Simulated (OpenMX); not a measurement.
# In in OpenMX: convergence with ElectronicTemperature

Input of the first run (ElectronicTemperature 3000 K); the others differ in this setting and in those tied to it:

In.dat

```
System.CurrrentDirectory             ./
System.Name                          In
DATA.PATH                            ./DFT_DATA13
level.of.stdout                      1
level.of.fileout                     0
Species.Number                       1
<Definition.of.Atomic.Species
  In  In7.0-s3p2d1           In_PBE13
Definition.of.Atomic.Species>

Atoms.Number                         2
Atoms.SpeciesAndCoordinates.Unit     AU
<Atoms.SpeciesAndCoordinates
    1  In    3.1495908723    1.8323076855    7.8412471925   6.500  6.500
    2  In    0.0112164603    3.6233312955    2.6093973618   6.500  6.500
Atoms.SpeciesAndCoordinates>

Atoms.UnitVectors.Unit               AU
<Atoms.UnitVectors
     6.3031527308    0.0000000000    0.0000000000
    -3.1515763654    5.4586903889    0.0000000000
     0.0000000000    0.0000000000   10.4107713002
Atoms.UnitVectors>

scf.XcType                           GGA-PBE
scf.SpinPolarization                 off
scf.ElectronicTemperature            3000.0
scf.energycutoff                     500.0
scf.maxIter                          100
scf.EigenvalueSolver                 band
scf.Kgrid                            7 7 5
scf.Mixing.Type                      rmm-diisk
scf.Init.Mixing.Weight               0.05
scf.Min.Mixing.Weight                0.001
scf.Max.Mixing.Weight                0.3
scf.Mixing.History                   25
scf.Mixing.StartPulay                8
scf.criterion                        1.0e-8
scf.stress.tensor                    on
MD.Type                              nomd
```

Potentials or basis: OpenMX 2013 PBE set, In7.0-s3p2d1, grid cutoff 500 Ry.

Run with:

```bash
$ openmx In.dat -nt 1 > In.std
```

The cell isn't the ideal one: atoms moved at random, drawn with an rms of 0.02 Å.

This isn't the form of In at room conditions, which is tetragonal.

Hardware: 1 thread of Arm Neoverse V1, with other jobs on the host.

Problem. The values tried are 3000 K, 2000 K, 1200 K, 800 K, 500 K, 300 K, 150 K, 75 K, loosest first. From which on does the energy stay within 1 meV/atom of the tightest run that finished?

Solution. From 500 K on.

```
ElectronicTemperature  energy less the tightest run, at zero smearing (meV/atom)  pressure (GPa)  largest force (eV/Å)  SCF cycles  CPU time (s)  peak memory (GiB)
               3000 K                                                      -3.22            2.10                 0.039          15            40               0.76
               2000 K                                                      -1.74            1.91                 0.039          15            39               0.76
               1200 K                                                      -1.04            1.75                 0.041          15            39               0.76
                800 K                                                      -1.02            1.67                 0.042          15            39               0.76
                500 K                                                      -0.90            1.63                 0.043          15            39               0.76
                300 K                                                      -0.55            1.63                 0.042          15            39               0.76
                150 K                                                      -0.18            1.62                 0.041          15            39               0.76
                 75 K                                                       0.00            1.63                 0.040          16            41               0.76
```

Against the tightest run, the pressure stays within 0.1 GPa from 800 K on; the largest force stays within 0.005 eV/Å from 3000 K on. The tightest run that finished is the yardstick and may itself not be fully converged.

Caveat, for the tightest run too: the basis of atomic orbitals isn't converged, which shifts pressures, moduli and gaps.
